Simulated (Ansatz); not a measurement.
# Phonon-limited resistivity of Te₂Pt (computed with Ansatz 0.2.0)

Space group P-3m1 (No. 164), 3 atoms in the cell of the first input below: a = 4.088 Å, b = 4.088 Å, c = 5.403 Å, α = 90.00°, β = 90.00°, γ = 120.00°.

The structure is a measured one, not always of the ambient phase, relaxed without spin–orbit coupling to zero pressure (pressure 0.0 GPa with this functional, without spin–orbit coupling). Functional: PBE.

Input:

```yaml
crystal:
  lattice:
    - [4.0879061924, 0.0, 0.0]
    - [-2.0439530962, 3.5402306109, 0.0]
    - [0.0, 0.0, 5.4027703827]
  atoms:
    - { symbol: Te, position: [0.3333333333, 0.6666666667, 0.252320516] }
    - { symbol: Te, position: [0.6666666667, 0.3333333333, 0.747679484] }
    - { symbol: Pt, position: [0.0, 0.0, 0.0] }
basis:
  ecutwfc: 420
  ecutrho_ratio: 4
kpoints:
  mp_grid: { grid: [10, 10, 6] }
hamiltonian:
  xc: pbe
scf:
  occupations: { method: methfessel_paxton, width: 0.2 }
output: {}
phonons:
  supercell: [2, 2, 2]
  qpath:
    path:
      - [[0.0, 0.0, 0.0], [0.5, 0.0, 0.0], [0.33333333, 0.33333333, 0.0], [0.0, 0.0, 0.0], [0.0, 0.0, 0.5], [0.5, 0.0, 0.5], [0.33333333, 0.33333333, 0.5], [0.0, 0.0, 0.5]]
      - [[0.5, 0.0, 0.5], [0.5, 0.0, 0.0]]
      - [[0.33333333, 0.33333333, 0.5], [0.33333333, 0.33333333, 0.0]]
    npoints: 6
  electrical_resistivity: { mesh: [20, 20, 12], temperatures: [50, 100, 200, 300, 500] }
  superconductivity: { mesh: [20, 20, 12], eliashberg_equations: false }
```

```bash
ansatz run input.yaml --threads 8 --pin off --max-ram 15360MiB --backend cpu --events-out ev --progress --plain --runs-dir out
```

Time: 3.2 min on 8 threads of Intel(R) Xeon(R) Platinum 8488C (Sapphire Rapids), on a shared host, peak memory 6.9 GiB.

λ_tr,xx from the finest mesh down: 0.383, 0.346, 0.299. The next coarser mesh moves the resistivity at 300 K by 13 % along the axis that moves most.

The run gives λ_tr,xx = 0.383 and a Drude plasma energy ħω_p,xx = 4.14 eV.

Q: Estimate the resistivity along x at 300 K from the high-temperature formula.

A: ħ/τ = 2π λ_tr k_B T = 0.0622 eV and ρ = 1/(ε0 ω_p² τ) = 26.98 μΩ cm. The Boltzmann solution gives 25.66 μΩ cm, so the estimate is 5 % high, which is less than the mesh moves the solution along x.

```
T (K)  ρ_xx (μΩ cm)  ρ_zz (μΩ cm)  formula, xx  R_H, field along x (10⁻¹¹ m³/C)  R_H, field along z (10⁻¹¹ m³/C)
   50          2.21          2.24         4.50                            -71.2                            -65.2
  100          7.25          7.57         8.99                            -64.9                            -60.8
  200         16.73         17.64        17.99                            -63.5                            -59.6
  300         25.66         27.15        26.98                            -61.9                            -58.7
  500         42.40         45.49        44.97                            -55.4                            -53.9
```

R_H depends on the direction of the field. At 300 K the next coarser mesh moves R_H by up to 3 %.

At 50 K the solution is 0.49 times the linear formula, and at 500 K 0.94 times. The formula is meant for temperatures above the phonon energies and for bands that vary little within k_B T.

Caveats: no spin-orbit coupling, which matters for these elements; not converged in the fine mesh; small supercell, couplings not converged in it.

PtTe₂ comes out as a good metal whose phonon-limited resistivity is almost the same along and across the layers, despite its layered structure. The likely reason is the strong overlap of Te p orbitals between neighbouring layers, which gives the bands at the Fermi level appreciable dispersion along z. The slightly higher ρ_zz is too small a difference, given the mesh sensitivity, to establish which axis conducts better.

The resistivity falls well below the linear formula at 50 K because many phonons are frozen out at that temperature. The gap does not keep closing between 300 and 500 K, which suggests that band variation within the thermal window also plays a part, as is plausible in a semimetal.

The negative R_H at every temperature and for both field directions points to an electron-dominated Hall response. With electrons and holes both probably present, their contributions partly cancel, so R_H does not give a carrier density through the single-band relation.
